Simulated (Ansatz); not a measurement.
## ZrS₂: pressure and energy less free atoms against volume scale

All results are calculated (Ansatz 0.2.0). Periodic Kohn-Sham DFT of a crystal at fixed atoms, scaled to volume_scale times the given cell; pressure positive in compression, energy less spherical unpolarised free atoms, largest_vzz the field gradient of largest size among the nuclei.

The cell before it is scaled or strained (space group P-3m1, No. 164):
```
ZrS2
1.0
      3.6300     0.0000     0.0000
     -1.8150     3.1437     0.0000
      0.0000     0.0000     5.8500
Zr S
1 2
Direct
  0.00000 0.00000 0.00000
  0.33333 0.66667 0.24920
  0.66667 0.33333 0.75080
```

Settings of every row: method all-electron LAPW; functional PBEsol; relativity scalar; k mesh 10x10x5; filling fermi-dirac; smearing width 0.01 eV; basis error target 1 meV/atom; nucleus gaussian.

Atom start moment: 0 on all atoms.

Limits: a layered crystal: even scaling strains the bonds within the layers, so this curve is stiffer than the crystal under pressure.

| row | volume scale | V (Å³/atom) | pressure (GPa) | energy less free atoms (eV/atom) |
| --- | --- | --- | --- | --- |
| 1 | 0.94 | 20.918 | 6.429 | -7.0708 |
| 2 | 0.96 | 21.363 | 3.931 | -7.0851 |
| 3 | 0.98 | 21.808 | 1.675 | -7.0929 |
| 4 | 0.99 | 22.03 | 0.631 | -7.0945 |
| 5 | 1 | 22.252 | -0.363 | -7.0947 |
| 6 | 1.01 | 22.475 | -1.307 | -7.0935 |
| 7 | 1.02 | 22.698 | -2.204 | -7.091 |
| 8 | 1.04 | 23.143 | ? | ? |
| 9 | 1.06 | 23.588 | -5.368 | -7.0697 |

Question: what pressure and energy less free atoms should row 8 give?

Worked fit of pressure. Take u = (V_r/V)^(2/3) − 1 with V_r = 22.141 Å³ an atom, which is twice the finite (Eulerian) strain; such expansions in the strain, on which the Birch-Murnaghan equation of state is built, carry the rest volume and the bulk modulus. The shown rows have u = 0.03861, 0.02413, 0.01015, 0.00336, -0.00333, -0.00993, -0.01643, -0.04133. Least squares give pressure = 0.1294 + 148.545 × u + 376.99 × u² GPa; a straight line predicts inner rows, each left out in turn, worse (root mean square 0.18 against 0.0035 GPa). The rows lie off it by 0.002, -0.002, -0.001, -0.002, -0.002, 0.001, 0.005, -0.002 (root mean square 0.0024 GPa). The pressure vanishes at u = -0.0009, or V = 22.17 Å³ an atom, and there the bulk modulus at fixed shape and fractions is B = −V dP/dV = (2/3)(1 + u) dP/du = 98.5 GPa. Letting shape and atoms relax would as a rule lower it, by much in layered, chain or molecular crystals. The withheld row has u = -0.02908, so the fit gives 0.1294 + 148.545 × (-0.02908) + 376.99 × (-0.02908)² = -3.871 GPa.

The calculation gave -3.867 GPa. The fit lies 0.004 GPa (0.034 % of the column's range) below it; its largest miss of a shown row is 0.005 GPa.

Worked fit of energy less free atoms. Take u = (V_r/V)^(2/3) − 1 with V_r = 22.141 Å³ an atom, which is twice the finite (Eulerian) strain; such expansions in the strain, on which the Birch-Murnaghan equation of state is built, carry the rest volume and the bulk modulus. The shown rows have u = 0.03861, 0.02413, 0.01015, 0.00336, -0.00333, -0.00993, -0.01643, -0.04133. Least squares give energy less free atoms = −7.09474 + 0.0279 × u + 15.343 × u² eV/atom; a straight line predicts inner rows, each left out in turn, worse (root mean square 0.0074 against 4.4e-05 eV/atom). The rows lie off it by 0.0000, 0.0000, 0.0000, 0.0000, 0.0000, 0.0000, 0.0001, 0.0000. Its lowest point lies at u = -0.0009, or V = 22.17 Å³ an atom, and the curvature there gives the bulk modulus at fixed shape and fractions, B = (4/9)(1 + u)² E″(u)/V = 98.4 GPa. Letting shape and atoms relax would as a rule lower it, by much in layered, chain or molecular crystals. The withheld row has u = -0.02908, so the fit gives −7.09474 + 0.0279 × (-0.02908) + 15.343 × (-0.02908)² = -7.0826 eV/atom.

The calculation gave -7.0826 eV/atom. The fit meets it to the printed digit.
